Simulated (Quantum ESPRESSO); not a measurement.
La2O3 under changes of volume

One of the cells (16.357 Å³/atom); the others are scaled copies at fixed shape and fractional positions:

```xyz
5
Lattice="3.9308 0.0000 0.0000 -1.9654 3.4042 0.0000 0.0000 0.0000 6.1120" Properties=species:S:1:pos:R:3 pbc="T T T"
La    0.0000    2.2694    1.5050
La    1.9654    1.1347    4.6070
O     0.0000    0.0000    0.0000
O     0.0000    2.2694    3.9477
O     1.9654    1.1347    2.1643
```

The cell is a database's computed one.

- Program: Quantum ESPRESSO 7.5
- Functional: PBEsol
- Potentials or basis: GBRV 1.5 PBEsol
- Cutoff: 612 eV
- Density cutoff: 4898 eV
- k mesh: 8 × 8 × 5
- Occupations: fermi-dirac, width 0.05 eV
- Spin: no spin polarisation

```csv
volume (Å³/atom),energy over the lowest point (meV/atom),pressure (GPa),gap on the mesh (eV)
15.375,13.21,6.5,3.85
15.703,3.30,3.1,3.86
16.030,0.00,0.0,3.86
16.357,2.62,-2.7,3.85
16.684,10.56,-5.2,3.83
17.011,23.26,-7.4,3.80
17.338,?,?,?
```

Q: What does the run at 17.338 Å³/atom give?

A: Energy over the lowest point 40.25 meV/atom; pressure -9.4 GPa; gap on the mesh 3.77 eV.

Worked out: A Birch-Murnaghan fit of order 3 (a polynomial in V^(-2/3)) to the other rows has its minimum at 16.04 Å³/atom with B0 = V·E''(V) = 141 GPa and B' = 4.3 at fixed shape and positions, which overstates the stiffness. It gives 40.26 meV/atom at 17.338 Å³/atom, against the run's 40.25, and -dE/dV = -9.3 GPa, against -9.4. A parabola through the other rows of the gap, of slope -2.22 eV per unit of ln V there, extrapolates to 3.76 eV, against the run's 3.77.

Energies are extrapolated to zero smearing.

Caveats: spin-orbit coupling is left out, which moves the levels of the heavy elements; an odd mesh through Γ misses points on the zone boundary, where band edges often lie.
